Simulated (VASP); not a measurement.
# BN (P6_3/mmc) in VASP: further runs

Aim: see how the results for BN move with the level of theory and the settings. Levels: LDA, HSE06, HSE03, PBE0. Tasks: G0W0 quasiparticle levels, band structure.

All numbers are computed with VASP 6.6.1; they aren't measurements. Logs are shortened: lines on timing, memory, paths and dates and some standing lists are left out, and cuts for length are marked.

## Step 1: The structure

Symmetry: P6_3/mmc, No. 194, hexagonal system. Conventional cell: a = 2.498 Å, b = 2.498 Å, c = 6.636 Å, α = 90.00°, β = 90.00°, γ = 120.00°. Around N (site symmetry -6m2) lie 3 B at 1.44 Å. B (site symmetry -6m2) is surrounded by 3 N at 1.44 Å.

## Step 2: G0W0 quasiparticle levels, LDA

File POSCAR:

```
BN
1.0
    2.4982400000      0.0000000000      0.0000000000
   -1.2491200000      2.1635393048      0.0000000000
    0.0000000000      0.0000000000      6.6357000000
N B
2 2
Direct
    0.6666666667      0.3333333333      0.2500000000
    0.3333333333      0.6666666667      0.7500000000
    0.6666666667      0.3333333333      0.7500000000
    0.3333333333      0.6666666667      0.2500000000
```

File INCAR.step1:

```
SYSTEM = BN
  PREC = Accurate
  ENCUT = 500
  EDIFF = 1E-8
  ISMEAR = 0
  SIGMA = 0.01
  LREAL = .False.
  LASPH = .True.
  NELM = 100
  ALGO = Fast
  LWAVE = .True.
  LCHARG = .False.
  KPAR = 4
```

File INCAR.step2:

```
SYSTEM = BN
  PREC = Accurate
  ENCUT = 500
  EDIFF = 1E-8
  ISMEAR = 0
  SIGMA = 0.01
  LREAL = .False.
  LASPH = .True.
  NELM = 1
  ALGO = Exact
  LWAVE = .True.
  LCHARG = .False.
  NBANDS = 238
  LOPTICS = .True.
  ISTART = 1
  KPAR = 4
```

File INCAR.step3:

```
SYSTEM = BN
  PREC = Accurate
  ENCUT = 500
  EDIFF = 1E-8
  ISMEAR = 0
  SIGMA = 0.01
  LREAL = .False.
  LASPH = .True.
  ALGO = EVGW0
  LWAVE = .False.
  LCHARG = .False.
  NELMGW = 1
  NBANDS = 238
  ENCUTGW = 200
  NOMEGA = 50
  PRECFOCK = Fast
  ISTART = 1
  NBANDSGW = 16
  KPAR = 4
```

File KPOINTS:

```
regular mesh
0
Gamma
  6 6 2
  0 0 0
```

Potentials or basis: VASP PAW LDA potentials, release 64 (N_GW, B_GW).

Launch:

```bash
cat potpaw_LDA.64/N_GW/POTCAR potpaw_LDA.64/B_GW/POTCAR > POTCAR
cp INCAR.step1 INCAR
mpirun -np 4 vasp_std > vasp.out
cp INCAR.step2 INCAR
mpirun -np 4 vasp_std > vasp.out
cp INCAR.step3 INCAR
mpirun -np 4 vasp_std > vasp.out
```

OUTCAR:

```text
SYSTEM = BN
   PREC = Accurate
   ENCUT = 500
   EDIFF = 1E-8
   ISMEAR = 0
   LREAL = .False.
   LASPH = .True.
   NELMGW = 1
   ENCUTGW = 200
   PRECFOCK = Fast
   ISTART = 1

 ion  position               nearest neighbor table
   1  0.667  0.333  0.250-   4 1.44   4 1.44   4 1.44
   2  0.333  0.667  0.750-   3 1.44   3 1.44   3 1.44
   3  0.667  0.333  0.750-   2 1.44   2 1.44   2 1.44
   4  0.333  0.667  0.250-   1 1.44   1 1.44   1 1.44

  LATTYP: Found a hexagonal cell.
 ALAT       =     2.4982400000
 C/A-ratio  =     2.6561499296

  Lattice vectors:

 A1 = (   2.4982400000,   0.0000000000,   0.0000000000)
 A2 = (  -1.2491200000,   2.1635393048,   0.0000000000)
 A3 = (   0.0000000000,   0.0000000000,   6.6357000000)

Analysis of symmetry for initial positions (statically):
=====================================================================
 Subroutine PRICEL returns:
 Original cell was already a primitive cell.

 Routine SETGRP: Setting up the symmetry group for a
 hexagonal supercell.

 Subroutine GETGRP returns: Found 24 space group operations
 (whereof 12 operations were pure point group operations)
 out of a pool of 24 trial point group operations.

The static configuration has the point symmetry D_3d.
 The point group associated with its full space group is D_6h.

Analysis of symmetry for dynamics (positions and initial velocities):
=====================================================================
 Subroutine PRICEL returns:
 Original cell was already a primitive cell.

 Routine SETGRP: Setting up the symmetry group for a
 hexagonal supercell.

 Subroutine GETGRP returns: Found 24 space group operations
 (whereof 12 operations were pure point group operations)
 out of a pool of 24 trial point group operations.

The dynamic configuration has the point symmetry D_3d.
 The point group associated with its full space group is D_6h.

 Subroutine INISYM returns: Found 24 space group operations
 (whereof 12 operations are pure point group operations),
 and found     1 'primitive' translations

----------------------------------------------------------------------------------------

                                     Primitive cell

  volume of cell :      35.8662

  direct lattice vectors                    reciprocal lattice vectors
     2.498240000  0.000000000  0.000000000     0.400281798  0.231102804  0.000000000
    -1.249120000  2.163539305  0.000000000     0.000000000  0.462205608  0.000000000
     0.000000000  0.000000000  6.635700000     0.000000000  0.000000000  0.150700002

  length of vectors
     2.498240000  2.498240000  6.635700000     0.462205608  0.462205608  0.150700002

  position of ions in fractional coordinates (direct lattice)
     0.666666667  0.333333333  0.250000000
     0.333333333  0.666666667  0.750000000
     0.666666667  0.333333333  0.750000000
     0.333333333  0.666666667  0.250000000

  ion indices of the primitive-cell ions
   primitive index   ion index
                 1           1
                 2           2
                 3           3
                 4           4

----------------------------------------------------------------------------------------

 KPOINTS: regular mesh

Automatic generation of k-mesh.
 Grid dimensions read from file:
 generate k-points for:    6    6    2

 Generating k-lattice:

  Cartesian coordinates                     Fractional coordinates (reciprocal lattice)
     0.066713633  0.038517134  0.000000000     0.166666667 -0.000000000  0.000000000
     0.000000000  0.077034268  0.000000000     0.000000000  0.166666667  0.000000000
     0.000000000  0.000000000  0.075350001     0.000000000  0.000000000  0.500000000

  Length of vectors
     0.077034268  0.077034268  0.075350001

  Shift w.r.t. Gamma in fractional coordinates (k-lattice)
     0.000000000  0.000000000  0.000000000

 Subroutine IBZKPT returns following result:
 ===========================================

 Found     14 irreducible k-points:

 Following reciprocal coordinates:
            Coordinates               Weight
  0.000000  0.000000  0.000000      1.000000
  0.166667  0.000000  0.000000      6.000000
  0.333333  0.000000  0.000000      6.000000
  0.500000  0.000000  0.000000      3.000000
  0.166667  0.166667  0.000000      6.000000
  0.333333  0.166667  0.000000     12.000000
  0.333333  0.333333  0.000000      2.000000
  0.000000  0.000000  0.500000      1.000000
  0.166667  0.000000  0.500000      6.000000
  0.333333  0.000000  0.500000      6.000000
  0.500000  0.000000  0.500000      3.000000
  0.166667  0.166667  0.500000      6.000000
  0.333333  0.166667  0.500000     12.000000
  0.333333  0.333333  0.500000      2.000000
   k-points           NKPTS =     14   k-points in BZ     NKDIM =     72   number of bands    NBANDS=    238
   number of dos      NEDOS =    301   number of ions     NIONS =      4
   total plane-waves  NPLWV =  15552
   dimension x,y,z NGX =    18 NGY =   18 NGZ =   48
   dimension x,y,z NGXF=    36 NGYF=   36 NGZF=   96
   ions per type =               2   2
   NGX,Y,Z   is equivalent  to a cutoff of  11.98, 11.98, 12.03 a.u.
   NGXF,Y,Z  is equivalent  to a cutoff of  23.96, 23.96, 24.05 a.u.
 SYSTEM =  BN
   PREC   = accura    normal or accurate (medium, high low for compatibility)
   ISTART =      1    job   : 0-new  1-cont  2-samecut
   ICHARG =      0    charge: 1-file 2-atom 10-const
   ISPIN  =      1    spin polarized calculation?
   LNONCOLLINEAR =      F non collinear calculations
   LSORBIT =      F    spin-orbit coupling
   LASPH  =      T    aspherical Exc in radial PAW
   ENCUT  =  500.0 eV  36.75 Ry    6.06 a.u.   4.55  4.55 12.10*2*pi/ulx,y,z
   NELM   =     60;   NELMIN=  2; NELMDL=  0     # of ELM steps
   EDIFF  = 0.1E-07   stopping-criterion for ELM
   LREAL  =      F    real-space projection
   EDIFFG = 0.1E-06   stopping-criterion for IOM
   NSW    =      0    number of steps for IOM
   IBRION =     -1    ionic relax: 0-MD 1-quasi-New 2-CG
   NFREE  =      0    steps in history (QN), initial steepest desc. (CG)
   ISIF   =      0    stress and relaxation
   ISYM   =      3    0-nonsym 1-usesym 2-fastsym
   POTIM  = 0.5000    time-step for ionic-motion
   TEBEG  =    0.0;   TEEND  =   0.0 temperature during run
   PSTRESS=    0.0 pullay stress
   NELECT =      16.0000    total number of electrons
   NUPDOWN=      -1.0000    fix difference up-down
   EMIN   =  10.00;   EMAX   =-10.00  energy-range for DOS
   EFERMI =   0.00;   METHOD = LEGACY
   ISMEAR =     0;   SIGMA  =   0.01  broadening in eV -4-tet -1-fermi 0-gaus
   EFERMI_NEDOS =   21; number of points for ismear=-14 and -15
   IALGO  =     38    algorithm
   IMIX   =      4    mixing-type and parameters
     AMIX     =   0.40;   BMIX     =  1.00
     AMIX_MAG =   1.60;   BMIX_MAG =  1.00
  volume/ion in A,a.u.               =       8.97        60.51
  Fermi-wavevector in a.u.,A,eV,Ry     =   1.250891  2.363842 21.289433  1.564729
  Thomas-Fermi vector in A             =   2.384864
   LORBIT       =      0    0 simple, 1 ext, 2 COOP (PROOUT), +10 PAW based schemes
   GGA     = CA    functional components
   LHFCALC =     T    Hartree Fock is set to
   PRECFOCK=fast      Normal, Fast or Accurate (Low or Medium for compatibility)
   ENCUT4O =  -1.0   cutoff for four orbital integrals eV
   NKREDX  =     1    reduce k-point grid by
   NKREDY  =     1    reduce k-point grid by
   NKREDZ  =     1    reduce k-point grid by
   AEXX    =    1.0000 exact exchange contribution
   HFSCREEN=    0.0000 screening length (either q_TF or 0.3 A-1)
   HFSCREENC=   0.0000 screening length for correlation (either q_TF or 0.3 A-1)
   ENCUTFOCK=  -1.0 apply spherical cutoff to Coloumb kernel
   IVDW    =     0    specifies the selected vdW correction
   LEPSILON=     F    determine dielectric tensor
   LRPA    =     F    only Hartree local field effects (RPA)
   LRPAFORCE           =     F    calculate RPA forces
   ENCUTGW             = 200.0    cutoff for response function in eV
   ENCUTGWSOFT         = 160.0    soft cutoff for Coulomb kernel in GW response function in eV
   ENCUTLF             =  -1.0    cutoff for local field effects
   NELMGW              =     1    number of iterations in solving QP/BSE equation
   NELMHF              =     1    number of iterations in the inner HF iteration
   NKREDLFX            =     1    NKREDLFY  =   1   NKREDLFZ  =   1
 non-spin polarized calculation
 Gauss-broadening in eV      SIGMA  =   0.01
  energy-cutoff  :      500.00
  volume of cell :       35.87
 maximum number of plane-waves:       938
  NGX = 12; NGY = 12; NGZ = 32
   NGX =  9   NGY =  9   NGZ = 25
 maximum number of plane-waves:       238

 QP shifts <psi_nk| G(iteration)W_0 |psi_nk>: iteration 1
 for sc-GW calculations column KS-energies equals QP-energies in previous step
 and V_xc(KS)=  KS-energies - (<T + V_ion + V_H > + <T+V_H+V_ion>^1  + <V_x>^1)

 k-point   1 :       0.0000    0.0000    0.0000
  band No.  KS-energies  QP-energies   sigma(KS)   V_xc(KS)     V^pw_x(r,r')   Z            occupation Imag(sigma)

      1     -15.3974     -17.4163     -18.6020     -15.8047     -26.4785       0.7218       2.0000       1.3183
      2     -15.0816     -17.0930     -18.9334     -16.1347     -26.7569       0.7187       2.0000       1.2443
      3      -4.1339      -5.2734     -14.1578     -12.5837     -18.1225       0.7239       2.0000       0.4026
      4      -1.9152      -2.9861     -16.0412     -14.5909     -19.4301       0.7384       2.0000       0.2219
      5       0.8967      -0.2254     -19.7408     -18.3146     -22.6269       0.7867       2.0000       0.1239
      6       0.8967      -0.2254     -19.7408     -18.3146     -22.6269       0.7867       2.0000       0.1239
[... 8 lines left out ...]
     15      14.6851      15.7121     -13.0209     -14.3615      -7.0504       0.7661       0.0000      -0.2619
     16      15.1771      16.6623     -13.2920     -15.2915      -6.0618       0.7428       0.0000      -0.7091

 k-point   2 :       0.1667    0.0000    0.0000
  band No.  KS-energies  QP-energies   sigma(KS)   V_xc(KS)     V^pw_x(r,r')   Z            occupation Imag(sigma)

      1     -14.8575     -16.8783     -18.7241     -15.9402     -26.4374       0.7259       2.0000       1.2732
      2     -14.5616     -16.5892     -19.0355     -16.2547     -26.7041       0.7291       2.0000       1.2086
      3      -3.3847      -4.5082     -14.2966     -12.7533     -17.9765       0.7280       2.0000       0.3318
      4      -1.2487      -2.2947     -16.1740     -14.7718     -19.3232       0.7459       2.0000       0.1944
      5      -1.0524      -2.3511     -19.1808     -17.5005     -22.4860       0.7729       2.0000       0.1496
      6      -1.0119      -2.3064     -19.2032     -17.5341     -22.4908       0.7756       2.0000       0.1487
[... 8 lines left out ...]
     15      16.0566      17.8792     -12.8708     -15.2006      -7.2165       0.7823       0.0000      -0.1774
     16      16.1863      17.4151     -13.1562     -14.7684      -7.0149       0.7622       0.0000      -0.3398
[... 208 lines left out ...]
      5      -3.0615      -4.4452     -18.5699     -16.7428     -22.3515       0.7573       2.0000       0.1851
      6      -3.0615      -4.4452     -18.5699     -16.7428     -22.3515       0.7573       2.0000       0.1851
[... 8 lines left out ...]
     15      18.2095      19.4560     -10.0499     -11.6079      -4.4249       0.8001       0.0000      -0.3794
     16      18.2095      19.4560     -10.0499     -11.6079      -4.4249       0.8001       0.0000      -0.3794

 k-point  14 :       0.3333    0.3333    0.5000
  band No.  KS-energies  QP-energies   sigma(KS)   V_xc(KS)     V^pw_x(r,r')   Z            occupation Imag(sigma)

      1     -11.5013     -13.5424     -20.0725     -17.4519     -27.0469       0.7789       2.0000       1.0319
      2     -11.5013     -13.5424     -20.0725     -17.4519     -27.0469       0.7789       2.0000       1.0319
      3      -5.7600      -7.0658     -17.5900     -15.8130     -22.0072       0.7348       2.0000       0.3057
      4      -5.7600      -7.0658     -17.5900     -15.8130     -22.0072       0.7348       2.0000       0.3057
      5      -4.8314      -6.4943     -18.2192     -15.9794     -22.5249       0.7425       2.0000       0.2393
      6      -4.8314      -6.4943     -18.2192     -15.9794     -22.5249       0.7425       2.0000       0.2393
[... 8 lines left out ...]
     15      19.6434      21.0352     -11.5658     -13.3067      -5.8627       0.7994       0.0000      -0.3538
     16      19.6434      21.0352     -11.5658     -13.3067      -5.8627       0.7994       0.0000      -0.3538
```

It took 2.4 min on 4 MPI ranks of Intel Xeon Platinum 8259CL at 2.50GHz (Skylake/Cascade Lake), shared host; peak memory 0.5 GiB.

Results:

* Band gap on the k mesh, mean-field level: 4.10 eV, indirect (least direct gap 4.53 eV)
* Quasiparticle gap: 5.87 eV
* Least direct quasiparticle gap: 6.34 eV

Levels at points of the mesh, in eV from the valence-band top:
```
           k point  band 4  band 5  band 6  band 7  band 8  band 9  band 10  band 11  band 12
(0.00, 0.00, 0.00)   -4.14   -1.33   -1.33   -1.30   -1.30    4.94    10.07    11.52    11.57
(0.50, 0.00, 0.00)   -8.82   -4.17   -4.10   -1.49   -0.43    4.10     5.55     9.54    10.02
(0.00, 0.00, 0.50)   -5.39   -1.31   -1.31   -1.31   -1.31    7.37     7.37    11.56    11.56
(0.50, 0.00, 0.50)   -8.86   -4.14   -4.14   -0.94   -0.94    4.58     4.58     9.98     9.98
```

Caveat: the k mesh is coarse (spacing up to 0.48 Å⁻¹), so the values aren't converged; bands, screening cutoff and mesh are small and nothing is extrapolated, so the quasiparticle values aren't converged.

(Part 1 of 2 ends here.)
